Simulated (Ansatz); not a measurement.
**CuH3: what a guessed cell relaxes into**

Aim: relax a trial structure of CuH3 and see where it ends.

Program: Ansatz 0.2.0. Level of theory: DFT PBE, scalar-relativistic, plane waves, PAW. These are calculated values, not measurements.

## Step 1: The starting structure

Symmetry: Pm-3m, No. 221, cubic system. Conventional cell: a = 3.131 Å, b = 3.131 Å, c = 3.131 Å, α = 90.00°, β = 90.00°, γ = 90.00°. Around Cu (site symmetry m-3m) lie 12 H at 2.21 Å. Around H (site symmetry 4/mmm) lie 4 Cu at 2.21 Å and 8 H at 2.21 Å.

Structure file:

```
Cu H
1.0
     3.13084    0.00000    0.00000
     0.00000    3.13084    0.00000
     0.00000    0.00000    3.13084
Cu H
1 3
Direct
  0.00000 0.00000 0.00000
  0.50000 0.00000 0.50000
  0.50000 0.50000 0.00000
  0.00000 0.50000 0.50000
```

The cell is invented: species swapped into a database cell of GaCu3 (Pm-3m, No. 221), with Cu on the Ga sites and H on the Cu sites. Its size is a rough estimate.

## Step 2: A first look at the guess

File input.yaml:

```yaml
crystal:
  lattice:
    - [3.13083871, 0.0, 0.0]
    - [0.0, 3.13083871, 0.0]
    - [0.0, 0.0, 3.13083871]
  atoms:
    - { symbol: Cu, position: [0.0, 0.0, 0.0] }
    - { symbol: H, position: [0.5, 0.0, 0.5] }
    - { symbol: H, position: [0.5, 0.5, 0.0] }
    - { symbol: H, position: [0.0, 0.5, 0.5] }
basis:
  ecutwfc: 420
kpoints:
  mp_grid: { grid: [6, 6, 6] }
hamiltonian:
  xc: pbe
scf:
  occupations: { method: gaussian, width: 0.1 }
  lower_state_search: "off"
output:
  forces: true
  stress: true
  eigenvalues: true
```

Started as:

```console
$ ansatz run input.yaml --threads 1 --pin off --max-ram 2048MiB --backend cpu --events-out ev --progress --plain --runs-dir out
```

Standard output, cut to the lines that bear on the results:

```text
Warning: RAYON_NUM_THREADS=1 ignored (pool sized by the plan → 1); use --threads N
[...]
Pseudopotentials: kind: paw
Pseudopotential: Cu, paw, valence charge 19, recommended cutoff 420 eV (normal), Cu.paw.azcp
Pseudopotential: H, paw, valence charge 1, recommended cutoff 420 eV (normal), H.paw.azcp
Functional definition: PBE
[...]
Crystal: 4 atoms, lattice volume = 30.689 Å³
Basis set: ecut = 420 eV, 619 PW (Γ), exchange–correlation on 48×48×48 points (8 copies of the dense FFT grid, shifted against one another)
Bands: 15, of which v1, the nominal top of the filled ones, is band 11 counted from 1 (10 counted from 0)
Symmetry: 48 space group operations
Space group: Pm-3m (ITA 221), of the structure as read, at distance tolerance 3.1e-5 Å
k-points: 20 of 216
[...]
SCF iter   1: F=—  HF=-6669.188285 eV  |F-HF|=—  |Δ(HF+E_count)|=         —  Δρ=6.02e-3  dr2=6.34e-3  ethr=1.77e-3  ⟨swp⟩=3.6  Hψ=1310  notcnv=0
[...]
SCF iter   6: F=-6669.188521 eV  HF=-6669.188521 eV  |F-HF|=1.27e-10  |Δ(HF+E_count)|=   3.34e-9  Δρ=7.01e-7  dr2=7.12e-11  ethr=1.12e-11  ⟨swp⟩=1.9  Hψ=901  notcnv=0
[...]
SCF converged after 6 iterations
Free energy (F): -6669.188521 eV
[...]
E sigma→0 (E₀):  -6669.183601 eV
Entropy (-TS):   -0.009839 eV (-2.460 meV/atom)
Fermi energy:    6.454022 eV
[...]
--- Forces (eV/Å), atoms counted from 1 ---
  atom   1  Cu    -0.00000000    -0.00000000    -0.00000000
  atom   2  H     -0.00000000    -0.00000000     0.00000000
  atom   3  H      0.00000000     0.00000000    -0.00000000
  atom   4  H      0.00000000     0.00000000     0.00000000
[...]
--- Stress (GPa, compression-positive) ---
      -22.553404       0.000000       0.000000
        0.000000     -22.553404       0.000000
        0.000000       0.000000     -22.553404
  P = ⅓ Tr σ = -22.5534 GPa (-225.534 kbar)
--- Band table (eV; the first three rows and the last of 20) ---
  k-point 0: bands = ["-106.6287", "-64.0036", "-64.0036", "-64.0036", "-3.6698", "2.4429", "2.4429", "3.5789", "3.5789", "3.5789", "8.4698", "8.4698", "13.5350", "13.5350", "13.5350"]
[...]
```

Wall time 0.72 s (1 thread of AMD EPYC 7R43 (Zen 3), shared host); peak memory 0.32 GiB.

From the probe: pressure -22.6 GPa, largest force 0.00 eV/Å, gap on this mesh none (metal). A guess like this is first relaxed loosely on the coarse mesh.

## Step 3: A loose first relaxation

input.yaml: that of step 2 with these lines changed.

```diff
@@ -23 +23,6 @@
   eigenvalues: true
+relax:
+  adjacent_minimum: "off"
+  f_tol: 0.04
+  max_steps: 70
+  cell: { stress_tol: 0.4 }
```

Started as:

```console
$ ansatz run input.yaml --threads 1 --pin off --max-ram 2048MiB --backend cpu --events-out ev --progress --plain --runs-dir out
```

Standard output:

```text
Warning: RAYON_NUM_THREADS=1 ignored (pool sized by the plan → 1); use --threads N
Engine: ansatz 0.2.0, x86_64-unknown-linux-gnu
Pseudopotentials: kind: paw
Pseudopotential: Cu, paw, valence charge 19, recommended cutoff 420 eV (normal), Cu.paw.azcp
Pseudopotential: H, paw, valence charge 1, recommended cutoff 420 eV (normal), H.paw.azcp
Functional definition: PBE
  parameter kappa = 0.804
  parameter beta = 0.06672455060314922
  exchange = pbe_x(kappa = kappa, mu = beta*pi^2/3)
  correlation = pbe_c(beta = beta)
Crystal: 4 atoms, lattice volume = 30.689 Å³
Basis set: ecut = 420 eV, 619 PW (Γ), exchange–correlation on 48×48×48 points (8 copies of the dense FFT grid, shifted against one another)
Bands: 15, of which v1, the nominal top of the filled ones, is band 11 counted from 1 (10 counted from 0)
Symmetry: 48 space group operations
Space group: Pm-3m (ITA 221), of the structure as read, at distance tolerance 3.1e-5 Å
k-points: 20 of 216
Non-local potential: Cu, projectors of the file, l = 0: 3, l = 1: 2, l = 2: 3, l = 3: 1
Non-local potential: H, projectors of the file, l = 0: 2, l = 1: 1
PAW form: soft (Blöchl's): semilocal exchange-correlation on the pseudo side does not see the compensation charge
PAW one-centre angular grid: Cu, 590 points (default); XC on 64 Gauss nodes
PAW one-centre angular grid: H, 110 points (default); XC on 64 Gauss nodes
Initial density: superposition of atomic densities (neutral atoms: chi_scale 0, normalization atom), corrected by the library's trained network
Initial wavefunctions: pseudopotential atomic-orbital guess
Functional: x = pbe(κ = 0.804, μ = 0.2195149727645171), c = pbe(β = 0.06672455060314922)
SCF iter   1: F=—  HF=-6669.188285 eV  |F-HF|=—  |Δ(HF+E_count)|=         —  Δρ=6.02e-3  dr2=6.34e-3  ethr=1.77e-3  ⟨swp⟩=3.6  Hψ=1310  notcnv=0
preconditioner: auto → none  [insulator: Δε(μ)=0.322 eV  Ē_g=8.893 eV  σ=0.100 eV  W_gap=0.65  n_scr=6 (ndim 8)  ℏωp=25.1 eV  f_vac=0.000  D(μ)=1.95/eV (n_scr^D=18)  ε∞_Penn≈9.0]
SCF iter   2: F=—  HF=-6669.188235 eV  |F-HF|=—  |Δ(HF+E_count)|=   4.97e-5  Δρ=1.51e-3  dr2=2.67e-4  ethr=2.88e-5  ⟨swp⟩=2.5  Hψ=586  notcnv=0
SCF iter   3: F=—  HF=-6669.188457 eV  |F-HF|=—  |Δ(HF+E_count)|=   2.22e-4  Δρ=7.71e-4  dr2=8.13e-5  ethr=1.21e-6  ⟨swp⟩=2.1  Hψ=446  notcnv=0
SCF iter   4: F=—  HF=-6669.188521 eV  |F-HF|=—  |Δ(HF+E_count)|=   6.36e-5  Δρ=1.06e-4  dr2=1.99e-6  ethr=3.69e-7  ⟨swp⟩=1.4  Hψ=338  notcnv=0
iter 5 did not close the SCF: its close was put off for the readings that it lacked (scf_convergence_deferred on its scf_iter line)
SCF iter   5: F=-6669.188521 eV  HF=-6669.188521 eV  |F-HF|=2.97e-9  |Δ(HF+E_count)|=   3.59e-8  Δρ=4.58e-6  dr2=2.47e-9  ethr=9.05e-9  ⟨swp⟩=1.9  Hψ=423  notcnv=0
SCF iter   6: F=-6669.188521 eV  HF=-6669.188521 eV  |F-HF|=1.27e-10  |Δ(HF+E_count)|=   3.34e-9  Δρ=7.01e-7  dr2=7.12e-11  ethr=1.12e-11  ⟨swp⟩=1.9  Hψ=901  notcnv=0
SCF 1 converged in 6 iterations: F = -6669.188521 eV  dr2 = 7.12e-11
relax step   1: F+E_penalty+E_count = -6669.18852101 eV  Δ(F+E_penalty+E_count) = +0.000e0 eV  max|allowed force component| = 4.776e-31 eV/Å  Δτ_max = 0.0000 Å  P = -22.553 GPa  Ω = 30.689 Å³  (6 SCF iters, dr2 threshold 1.00e-7 eV, accepted)
Crystal: 4 atoms, lattice volume = 26.416 Å³
Basis set: ecut = 420 eV, 485 PW (Γ), exchange–correlation on 48×48×48 points (8 copies of the dense FFT grid, shifted against one another)
Initial density: handed on by an earlier stage of this run
Initial wavefunctions: those handed on with the density
iter 1 solved again at ethr=2.39e-3 eV; its pass at ethr=3.10e-3 eV (dr2=5.25e-1 eV) is discarded
SCF iter   1: F=—  HF=-6669.831883 eV  |F-HF|=—  |Δ(HF+E_count)|=         —  Δρ=5.16e-2  dr2=5.25e-1  ethr=2.39e-3  ⟨swp⟩=1.0  Hψ=1832  notcnv=0
preconditioner: auto → none  [insulator: Δε(μ)=0.191 eV  Ē_g=9.537 eV  σ=0.100 eV  W_gap=0.59  n_scr=6 (ndim 8)  ℏωp=27.0 eV  f_vac=0.000  D(μ)=1.96/eV (n_scr^D=26)  ε∞_Penn≈9.0]
SCF iter   2: F=—  HF=-6669.756177 eV  |F-HF|=—  |Δ(HF+E_count)|=   7.57e-2  Δρ=1.03e-2  dr2=2.95e-2  ethr=2.39e-3  ⟨swp⟩=2.5  Hψ=432  notcnv=0
SCF iter   3: F=—  HF=-6669.749061 eV  |F-HF|=—  |Δ(HF+E_count)|=   7.12e-3  Δρ=5.14e-3  dr2=5.55e-3  ethr=1.34e-4  ⟨swp⟩=1.6  Hψ=473  notcnv=0
SCF iter   4: F=—  HF=-6669.748285 eV  |F-HF|=—  |Δ(HF+E_count)|=   7.76e-4  Δρ=6.11e-4  dr2=4.69e-5  ethr=2.52e-5  ⟨swp⟩=1.3  Hψ=322  notcnv=0
SCF iter   5: F=—  HF=-6669.748313 eV  |F-HF|=—  |Δ(HF+E_count)|=   2.84e-5  Δρ=6.62e-5  dr2=1.31e-6  ethr=2.13e-7  ⟨swp⟩=2.1  Hψ=408  notcnv=0
SCF iter   6: F=-6669.748313 eV  HF=-6669.748313 eV  |F-HF|=1.34e-9  |Δ(HF+E_count)|=   2.97e-7  Δρ=5.73e-6  dr2=6.02e-9  ethr=1.82e-9  ⟨swp⟩=4.9  Hψ=1281  notcnv=0
SCF 2 converged in 6 iterations: F = -6669.748313 eV  dr2 = 6.02e-9
relax step   2: F+E_penalty+E_count = -6669.74831283 eV  Δ(F+E_penalty+E_count) = -5.598e-1 eV  max|allowed force component| = 2.301e-31 eV/Å  Δτ_max = 0.0000 Å  P = -18.124 GPa  Ω = 26.416 Å³  energy of the carried Pulay correction = +5.088e-3 eV  (6 SCF iters, dr2 threshold 4.00e-7 eV, accepted)
Crystal: 4 atoms, lattice volume = 22.499 Å³
Basis set: ecut = 420 eV, 461 PW (Γ), exchange–correlation on 48×48×48 points (8 copies of the dense FFT grid, shifted against one another)
iter 1 solved again at ethr=2.65e-3 eV; its pass at ethr=3.10e-3 eV (dr2=5.84e-1 eV) is discarded
SCF iter   1: F=—  HF=-6670.176281 eV  |F-HF|=—  |Δ(HF+E_count)|=         —  Δρ=5.94e-2  dr2=5.85e-1  ethr=2.65e-3  ⟨swp⟩=1.0  Hψ=1847  notcnv=0
preconditioner: auto → none  [insulator: Δε(μ)=0.102 eV  Ē_g=10.759 eV  σ=0.100 eV  W_gap=0.50  n_scr=6 (ndim 8)  ℏωp=29.3 eV  f_vac=0.000  D(μ)=1.53/eV (n_scr^D=18)  ε∞_Penn≈8.4]
SCF iter   2: F=—  HF=-6670.083770 eV  |F-HF|=—  |Δ(HF+E_count)|=   9.25e-2  Δρ=1.15e-2  dr2=3.01e-2  ethr=2.65e-3  ⟨swp⟩=2.5  Hψ=440  notcnv=0
SCF iter   3: F=—  HF=-6670.075468 eV  |F-HF|=—  |Δ(HF+E_count)|=   8.30e-3  Δρ=5.69e-3  dr2=5.86e-3  ethr=1.37e-4  ⟨swp⟩=2.6  Hψ=565  notcnv=0
SCF iter   4: F=—  HF=-6670.074552 eV  |F-HF|=—  |Δ(HF+E_count)|=   9.16e-4  Δρ=7.55e-4  dr2=6.50e-5  ethr=2.67e-5  ⟨swp⟩=1.2  Hψ=323  notcnv=0  defer=1
SCF iter   5: F=—  HF=-6670.074578 eV  |F-HF|=—  |Δ(HF+E_count)|=   2.63e-5  Δρ=1.22e-4  dr2=2.27e-6  ethr=2.95e-7  ⟨swp⟩=2.1  Hψ=428  notcnv=0  defer=1
SCF iter   6: F=-6670.074578 eV  HF=-6670.074578 eV  |F-HF|=1.20e-8  |Δ(HF+E_count)|=   4.10e-7  Δρ=1.10e-5  dr2=1.56e-8  ethr=1.82e-9  ⟨swp⟩=5.0  Hψ=1321  notcnv=0
SCF 3 converged in 6 iterations: F = -6670.074578 eV  dr2 = 1.56e-8
relax step   3: F+E_penalty+E_count = -6670.07457798 eV  Δ(F+E_penalty+E_count) = -3.263e-1 eV  max|allowed force component| = 6.528e-31 eV/Å  Δτ_max = 0.0000 Å  P = -6.251 GPa  Ω = 22.499 Å³  energy of the carried Pulay correction = +1.047e-2 eV  (6 SCF iters, dr2 threshold 4.00e-7 eV, accepted)
Crystal: 4 atoms, lattice volume = 21.217 Å³
Basis set: ecut = 420 eV, 437 PW (Γ), exchange–correlation on 48×48×48 points (8 copies of the dense FFT grid, shifted against one another)
iter 1 solved again at ethr=3.78e-4 eV; its pass at ethr=3.10e-3 eV (dr2=8.31e-2 eV) is discarded
SCF iter   1: F=—  HF=-6670.115222 eV  |F-HF|=—  |Δ(HF+E_count)|=         —  Δρ=2.30e-2  dr2=8.33e-2  ethr=3.78e-4  ⟨swp⟩=1.0  Hψ=1783  notcnv=0
preconditioner: auto → none  [metal: Δε(μ)=0.070 eV  Ē_g=11.454 eV  σ=0.100 eV  W_gap=0.36  n_scr=6 (ndim 8)  ℏωp=30.2 eV  f_vac=0.000  D(μ)=1.71/eV (n_scr^D=18)]
SCF iter   2: F=—  HF=-6670.101042 eV  |F-HF|=—  |Δ(HF+E_count)|=   1.42e-2  Δρ=3.93e-3  dr2=3.23e-3  ethr=3.78e-4  ⟨swp⟩=2.5  Hψ=448  notcnv=0
SCF iter   3: F=—  HF=-6670.099903 eV  |F-HF|=—  |Δ(HF+E_count)|=   1.14e-3  Δρ=2.17e-3  dr2=8.17e-4  ethr=1.47e-5  ⟨swp⟩=2.1  Hψ=479  notcnv=0
SCF iter   4: F=—  HF=-6670.099779 eV  |F-HF|=—  |Δ(HF+E_count)|=   1.25e-4  Δρ=3.23e-4  dr2=9.81e-6  ethr=3.72e-6  ⟨swp⟩=1.5  Hψ=354  notcnv=0
SCF iter   5: F=—  HF=-6670.099779 eV  |F-HF|=—  |Δ(HF+E_count)|=   7.23e-7  Δρ=1.92e-5  dr2=3.93e-8  ethr=4.46e-8  ⟨swp⟩=2.2  Hψ=417  notcnv=0
SCF iter   6: F=-6670.099779 eV  HF=-6670.099779 eV  |F-HF|=1.11e-10  |Δ(HF+E_count)|=   5.52e-9  Δρ=1.25e-6  dr2=4.76e-11  ethr=1.79e-10  ⟨swp⟩=1.8  Hψ=930  notcnv=0
SCF 4 converged in 6 iterations: F = -6670.099779 eV  dr2 = 4.76e-11
relax step   4: F+E_penalty+E_count = -6670.09977926 eV  Δ(F+E_penalty+E_count) = -2.520e-2 eV  max|allowed force component| = 6.184e-31 eV/Å  Δτ_max = 0.0000 Å  P = +0.796 GPa  Ω = 21.217 Å³  energy of the carried Pulay correction = +1.241e-2 eV  (6 SCF iters, dr2 threshold 4.00e-7 eV, accepted)
Crystal: 4 atoms, lattice volume = 21.343 Å³
iter 1 solved again at ethr=3.99e-6 eV; its pass at ethr=3.10e-3 eV (dr2=8.79e-4 eV) is discarded
SCF iter   1: F=—  HF=-6670.100064 eV  |F-HF|=—  |Δ(HF+E_count)|=         —  Δρ=2.35e-3  dr2=8.86e-4  ethr=3.99e-6  ⟨swp⟩=1.0  Hψ=1493  notcnv=0
preconditioner: auto → none  [insulator: Δε(μ)=0.340 eV  Ē_g=11.521 eV  σ=0.100 eV  W_gap=0.59  n_scr=6 (ndim 8)  ℏωp=30.1 eV  f_vac=0.000  D(μ)=1.93/eV (n_scr^D=26)  ε∞_Penn≈7.8]
SCF iter   2: F=—  HF=-6670.099913 eV  |F-HF|=—  |Δ(HF+E_count)|=   1.51e-4  Δρ=3.77e-4  dr2=2.91e-5  ethr=3.99e-6  ⟨swp⟩=1.9  Hψ=364  notcnv=0
SCF iter   3: F=—  HF=-6670.099899 eV  |F-HF|=—  |Δ(HF+E_count)|=   1.41e-5  Δρ=2.21e-4  dr2=8.62e-6  ethr=1.32e-7  ⟨swp⟩=2.2  Hψ=436  notcnv=0
iter 4 did not close the SCF: its close was put off for the readings that it lacked (scf_convergence_deferred on its scf_iter line)
SCF iter   4: F=-6670.099897 eV  HF=-6670.099897 eV  |F-HF|=5.63e-8  |Δ(HF+E_count)|=   1.30e-6  Δρ=3.49e-5  dr2=1.10e-7  ethr=3.92e-8  ⟨swp⟩=1.6  Hψ=352  notcnv=0
iter 5 did not close the SCF: its close was put off for the readings that it lacked (scf_convergence_deferred on its scf_iter line)
SCF iter   5: F=-6670.099897 eV  HF=-6670.099897 eV  |F-HF|=3.18e-10  |Δ(HF+E_count)|=   8.33e-8  Δρ=1.40e-6  dr2=4.15e-10  ethr=5.01e-10  ⟨swp⟩=2.2  Hψ=428  notcnv=0
SCF iter   6: F=-6670.099897 eV  HF=-6670.099897 eV  |F-HF|=1.82e-12  |Δ(HF+E_count)|=  3.55e-11  Δρ=1.76e-7  dr2=2.13e-12  ethr=1.89e-12  ⟨swp⟩=1.0  Hψ=875  notcnv=0
SCF 5 converged in 6 iterations: F = -6670.099897 eV  dr2 = 2.13e-12
relax step   5: F+E_penalty+E_count = -6670.09989744 eV  Δ(F+E_penalty+E_count) = -1.182e-4 eV  max|allowed force component| = 2.563e-31 eV/Å  Δτ_max = 0.0000 Å  P = +0.004 GPa  Ω = 21.343 Å³  energy of the carried Pulay correction = +1.222e-2 eV  (6 SCF iters, dr2 threshold 4.00e-7 eV, accepted)
Basis set: ecut = 420 eV, 437 PW (Γ), exchange–correlation on 40×40×40 points (8 copies of the dense FFT grid, shifted against one another)
Initial wavefunctions: pseudopotential atomic-orbital guess (no wavefunctions were taken with the density)
iter 1 solved again at ethr=1.51e-7 eV; its pass at ethr=3.10e-3 eV (dr2=3.32e-5 eV) is discarded
SCF iter   1: F=—  HF=-6670.089639 eV  |F-HF|=—  |Δ(HF+E_count)|=         —  Δρ=9.82e-4  dr2=3.23e-5  ethr=1.51e-7  ⟨swp⟩=3.0  Hψ=2105  notcnv=0
preconditioner: auto → none  [insulator: Δε(μ)=0.331 eV  Ē_g=11.507 eV  σ=0.100 eV  W_gap=0.58  n_scr=6 (ndim 8)  ℏωp=30.1 eV  f_vac=0.000  D(μ)=1.91/eV (n_scr^D=26)  ε∞_Penn≈7.8]
SCF iter   2: F=—  HF=-6670.089710 eV  |F-HF|=—  |Δ(HF+E_count)|=   7.19e-5  Δρ=6.81e-4  dr2=3.24e-5  ethr=1.47e-7  ⟨swp⟩=2.0  Hψ=503  notcnv=0
SCF iter   3: F=—  HF=-6670.089756 eV  |F-HF|=—  |Δ(HF+E_count)|=   4.60e-5  Δρ=2.59e-4  dr2=7.31e-6  ethr=1.47e-7  ⟨swp⟩=2.2  Hψ=463  notcnv=0
SCF iter   4: F=—  HF=-6670.089756 eV  |F-HF|=—  |Δ(HF+E_count)|=   2.67e-7  Δρ=2.93e-5  dr2=4.66e-8  ethr=3.32e-8  ⟨swp⟩=2.1  Hψ=423  notcnv=0
SCF iter   5: F=—  HF=-6670.089754 eV  |F-HF|=—  |Δ(HF+E_count)|=   2.13e-6  Δρ=2.32e-6  dr2=4.36e-10  ethr=2.12e-10  ⟨swp⟩=2.2  Hψ=469  notcnv=0
SCF iter   6: F=-6670.089754 eV  HF=-6670.089754 eV  |F-HF|=1.36e-11  |Δ(HF+E_count)|=  3.35e-10  Δρ=3.56e-7  dr2=1.32e-11  ethr=1.98e-12  ⟨swp⟩=2.0  Hψ=947  notcnv=0
SCF 6 converged in 6 iterations: F = -6670.089754 eV  dr2 = 1.32e-11
relax step   6: F+E_penalty+E_count = -6670.08975403 eV  Δ(F+E_penalty+E_count) = +1.014e-2 eV  max|allowed force component| = 2.850e-31 eV/Å  Δτ_max = 0.0000 Å  P = -0.126 GPa  Ω = 21.343 Å³  stress off target by 1.26e-1 GPa  SCF on the basis re-selected at this cell (its energy is not comparable with the rows above)  (6 SCF iters)
basis re-selected at this cell: Δ(F+E_penalty+E_count) = +1.014e-2 eV, ΔP = -0.129 GPa vs the last step (what re-selecting the basis moved, of the pressure what is left beyond the Pulay correction that the steps carried, after the strain that the cell walked since its last selection, with what the two solves' SCF thresholds leave and, on support functions, any second-order correction that the steps lacked; it is no measure of the basis error at this ecutwfc). The dense FFT grid was sized anew with the basis: this SCF ran on 20×20×20 points, the steps before it on 24×24×24, so part of this shift can come from that change (see relax.cell in the input reference). This SCF's stress stands 1.26e-1 GPa from its target on what of the cell is left free (relax.cell.stress_tol is 4.00e-1 GPa) and its largest allowed force component is 2.85e-31 eV/Å (relax.f_tol is 4.00e-2 eV/Å): within both
SCF converged after 6 iterations
Free energy (F): -6670.089754 eV
Harris-Foulkes:  -6670.089754 eV  (|F-HF|=1.36e-11)
Internal energy: -6670.080213 eV  (E = F + TS)
E sigma→0 (E₀):  -6670.084984 eV
Entropy (-TS):   -0.009541 eV (-2.385 meV/atom)
Fermi energy:    11.866723 eV
--- Per-component energies (eV) ---
  E_band       = -472.862633
  E_kinetic    = 336.515300
  E_local      = -4916.549958  (includes V_loc(G=0)·N_el)
  E_nonlocal   = 393.676703
  E_hartree    = 2157.428032
  E_xc         = -115.702729
  E_vxc        = -149.591034  (∫ρ·V_xc dr)
  E_paw        = -1663.331152  (= ΣΔE_a)
  E_vpaw       = -451.768397  (= ΣTr[D̂ρ^β])
  E_aug_tail   = -0.001595  (compensation charges beyond the density's cutoff)
  E_ewald      = -2862.114814
  E_smearing   = -0.009541  (= −TS)
  E_closure    = -0.000000  (closes the sum)
  Σ components = -6670.089754   (vs F -6670.089754, Δ=0.00e0)
--- Forces (eV/Å), atoms counted from 1 ---
  atom   1  Cu    -0.00000000     0.00000000    -0.00000000
  atom   2  H     -0.00000000    -0.00000000    -0.00000000
  atom   3  H      0.00000000     0.00000000    -0.00000000
  atom   4  H      0.00000000    -0.00000000    -0.00000000
  max |Σ_I F_I| component: 5.03e-31 eV/Å
--- Stress (GPa, compression-positive) ---
       -0.125537       0.000000      -0.000000
        0.000000      -0.125537       0.000000
       -0.000000       0.000000      -0.125537
  P = ⅓ Tr σ = -0.1255 GPa (-1.255 kbar)
--- Band table (eV; the first three rows and the last of 20) ---
  k-point 0: bands = ["-102.5260", "-59.8854", "-59.8854", "-59.8854", "-2.0299", "5.8767", "5.8767", "7.8569", "7.8569", "7.8569", "14.7192", "14.7192", "19.6027", "19.6027", "19.6027"]
  k-point 1: bands = ["-102.5257", "-59.8908", "-59.8850", "-59.8850", "-1.5007", "5.8020", "6.0494", "7.7207", "7.7207", "7.8671", "12.2331", "14.5590", "19.9653", "20.3043", "20.3043"]
  k-point 2: bands = ["-102.5250", "-59.9016", "-59.8841", "-59.8841", "0.0391", "4.8739", "6.4270", "7.4659", "7.4659", "7.8876", "9.4375", "14.1898", "20.9919", "22.2348", "22.2348"]
  k-point 19: bands = ["-102.5220", "-59.9030", "-59.9030", "-59.9030", "4.9047", "4.9047", "4.9047", "8.2397", "8.2397", "12.4432", "12.4432", "12.4432", "14.4716", "14.4716", "14.4716"]
--- Relaxed structure (5 steps of the walk, 5 accepted, 1 SCFs on fresh bases) ---
  F+E_penalty+E_count = -6670.08975403 eV   max|allowed force component| = 2.850e-31 eV/Å   (the final SCF, on the basis selected at the relaxed cell)
  cell:  # Å, volume = 21.3428 Å³
    - [2.773855310430649, 9.790143883968447e-34, -1.4444474582904248e-34]
    - [4.65433069893582e-34, 2.773855310430649, 0.0]
    - [-1.4444474582904248e-34, 2.5679065925163143e-34, 2.773855310430649]
  atoms:
    - { symbol: Cu, position: [7.617265403455937e-35, -3.444189404296052e-36, 6.087404528523858e-36] }
    - { symbol: H, position: [0.5, 8.009742800538698e-38, 0.5] }
    - { symbol: H, position: [0.5, 0.5, -1.6019485601376585e-36] }
    - { symbol: H, position: [-2.73132229503503e-35, 0.5, 0.5] }
```

It took 4.2 s on 1 thread of AMD EPYC 7R43 (Zen 3), shared host; peak memory 0.34 GiB.

Step by step:

```
step  energy from step 1 (eV/cell)  largest force component (eV/Å)  pressure (GPa)  volume (Å³)
   1                        0.0000                          0.0000          -22.55        30.69
   2                       -0.5598                          0.0000          -18.12        26.42
   3                       -0.8861                          0.0000           -6.25        22.50
   4                       -0.9113                          0.0000            0.80        21.22
   5                       -0.9114                          0.0000            0.00        21.34
   6                       -0.9012                          0.0000           -0.13        21.34
```

Step 1 is the start. Step 6 repeats the geometry before it on a plane-wave basis chosen anew for that cell, so its energy need not be comparable with the rows above.

|  | before | after | change |
| --- | --- | --- | --- |
| a (Å) | 3.131 | 2.774 | -11.4 % |
| b (Å) | 3.131 | 2.774 | -11.4 % |
| c (Å) | 3.131 | 2.774 | -11.4 % |
| volume (Å³/atom) | 7.67 | 5.34 | -30.5 % |
| shortest distance (Å) | 2.214 | 1.961 | -11.4 % |
| space group (0.01 Å) | Pm-3m | Pm-3m | same |

Forces and stress were held to the start's 48 operations: a distortion of lower symmetry was not tested.

(Part 1 of 2 ends here.)
